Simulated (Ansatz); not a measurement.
All numbers below come from DFT PBE, scalar-relativistic, plane waves, PAW (Ansatz 0.2.0). All cells share a 420 eV cutoff and Γ-centred k meshes spaced at most about 0.3 Å⁻¹ (about 0.25 or finer for metals, 2π included). No spin polarisation.

All energies are static (0 K, no zero-point motion).

Task: Which of these relaxed structures of Ta2C3 is the lowest in energy?
1.

```
Ta C
1.0
     1.60502    0.92666    8.22007
    -1.60502    0.92666    8.22007
     0.00000   -1.85332    8.22007
Ta C
2 3
Direct
  0.38759 0.38759 0.38759
  0.61241 0.61241 0.61241
  0.00000 0.00000 0.00000
  0.23818 0.23818 0.23818
  0.76182 0.76182 0.76182
```

2.

```
Ta C
1.0
     3.02506    0.00000    0.00000
    -1.51253    2.61978    0.00000
     0.00000    0.00000    6.44142
Ta C
2 3
Direct
  0.33333 0.66667 0.20835
  0.66667 0.33333 0.79165
  0.00000 0.00000 0.00000
  0.33333 0.66667 0.54533
  0.66667 0.33333 0.45467
```

3.

```
Ta C
1.0
     2.81366   -1.58838    0.00000
     2.81366    1.58838    0.00000
    -0.87945    0.00000    6.02595
Ta C
2 3
Direct
  0.30093 0.30093 0.79844
  0.69907 0.69907 0.20156
  0.00000 0.00000 0.00000
  0.40200 0.40200 0.41887
  0.59800 0.59800 0.58113
```

4.

```
Ta C
1.0
     2.95457    0.00000    0.00000
     0.00000    2.95457    0.00000
     0.00000    0.00000    5.90829
Ta C
2 3
Direct
  0.00000 0.00000 0.22457
  0.00000 0.00000 0.77543
  0.50000 0.00000 0.50000
  0.00000 0.50000 0.50000
  0.50000 0.50000 0.00000
```

Result: 3. The next of these, cell 2, lies 0.32 eV/atom higher. Forms: cell 3 C2/m; cell 2 P-3m1; cell 4 P4/mmm; cell 1 R-3m. Counting C atoms around Ta (those within 1.25 times the shortest such distance or 1.15 times the sum of covalent radii, 1.27 where that leaves under three; a plus sign parts nearer from farther groups): cell 3 has Ta 7; cell 2 has Ta 7; cell 4 has Ta 4+4; cell 1 has Ta 6. Cell 3 holds C–C pairs (shortest 1.37 Å) (bonds between like non-metal atoms; other contacts aren't counted). Origin: cell 1, cell 2 and cell 4, invented; cell 3, invented, then shaken at random and relaxed again.

These runs have no spin–orbit coupling, which can matter for Ta. Cells relaxed within their symmetry can be saddle points. Some candidate types were left out of the draw beforehand, so a known form may be missing.
